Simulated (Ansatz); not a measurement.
Set up this calculation in Ansatz 0.2.0, as the native input.

| Quantity | Value |
| --- | --- |
| Task | band structure |
| Functional | PBE |
| Potentials or basis | Ansatz PAW |
| Cutoff | 420 eV (not typed: the program's choice for these potentials) |
| k mesh | 5 × 5 × 6 |
| Occupations | fermi-dirac, width 0.05 eV |
| Spin | no spin polarisation |
| Path | [["G", "X", "S", "Y", "G", "Z", "U", "R", "T", "Z"], ["Y", "T"], ["U", "X"], ["S", "R"]] |
| Points for each segment of the path | 10 |

Crystal: HfO2.

```xyz
12
Lattice="5.0803 0.0000 0.0000 0.0000 5.1649 0.0000 0.0000 0.0000 4.8909" Properties=species:S:1:pos:R:3 pbc="T T T"
Hf    1.1308    4.0379    1.3307
Hf    3.6710    3.7094    3.5602
Hf    3.9495    1.1270    1.3307
Hf    1.4093    1.4555    3.5602
O     0.9491    0.8452    0.5113
O     3.4892    1.7372    4.3796
O     4.1312    4.3196    0.5113
O     1.5911    3.4277    4.3796
O     0.0000    2.5824    2.3919
O     2.5402    0.0000    2.4990
O     0.0000    0.0000    2.8153
O     2.5402    2.5824    2.0756
```

The cell comes from a database or a generator and needn't be the stable form of this composition.

The input as run:

input.yaml

```yaml
crystal:
  lattice:
    - [5.0803194, 0.0, 0.0]
    - [0.0, 5.16486745, 0.0]
    - [0.0, 0.0, 4.89088365]
  atoms:
    - { symbol: Hf, position: [0.22259082, 0.78179958, 0.27206794] }
    - { symbol: Hf, position: [0.72259082, 0.71820042, 0.72793206] }
    - { symbol: Hf, position: [0.77740918, 0.21820042, 0.27206794] }
    - { symbol: Hf, position: [0.27740918, 0.28179958, 0.72793206] }
    - { symbol: O, position: [0.18681532, 0.16364878, 0.10453462] }
    - { symbol: O, position: [0.68681532, 0.33635122, 0.89546538] }
    - { symbol: O, position: [0.81318468, 0.83635122, 0.10453462] }
    - { symbol: O, position: [0.31318468, 0.66364878, 0.89546538] }
    - { symbol: O, position: [0.0, 0.5, 0.48905445] }
    - { symbol: O, position: [0.5, 0.0, 0.51094555] }
    - { symbol: O, position: [0.0, 0.0, 0.57562499] }
    - { symbol: O, position: [0.5, 0.5, 0.42437501] }
hamiltonian:
  xc: pbe
  pseudopotentials: { kind: paw }
kpoints:
  mp_grid: { grid: [5, 5, 6] }
  band_path:
    path:
      - [[0.0, 0.0, 0.0], [0.0, 0.0, 0.5], [0.5, 0.0, 0.5], [0.5, 0.0, 0.0], [0.0, 0.0, 0.0], [0.0, 0.5, 0.0], [0.0, 0.5, 0.5], [0.5, 0.5, 0.5], [0.5, 0.5, 0.0], [0.0, 0.5, 0.0]]
      - [[0.5, 0.0, 0.0], [0.5, 0.5, 0.0]]
      - [[0.0, 0.5, 0.5], [0.0, 0.0, 0.5]]
      - [[0.5, 0.0, 0.5], [0.5, 0.5, 0.5]]
    npoints: 10
scf:
  occupations: { method: fermi_dirac, width: 0.05 }
  n_extra_bands: 30
output:
  forces: true
  stress: true
  eigenvalues: true
  fatbands: false
  write_density: true
  write_potential: true
  elf: true
  volumetric_format: npy
```

Potentials or basis: Ansatz PAW.

The run is started by

```sh
$ ansatz run input.yaml --threads 4 --pin off --max-ram 11264MiB --backend cpu --events-out ev --progress --plain --runs-dir out
```

It gave:

The pressure is 9.9 GPa. The largest force is 0.184 eV/Å. The band gap on the k mesh is 3.86 eV, direct and the band gap along the path is 3.86 eV, direct.

Caveat: the pressure holds a Pulay correction of +0.9 GPa for the finite cutoff; spin-orbit coupling is left out, which moves the levels of the heavy elements.

It took 83 s on 4 threads of Intel(R) Xeon(R) Processor @ 2.50GHz (Skylake/Cascade Lake), on a shared host, peak memory 1.4 GiB.
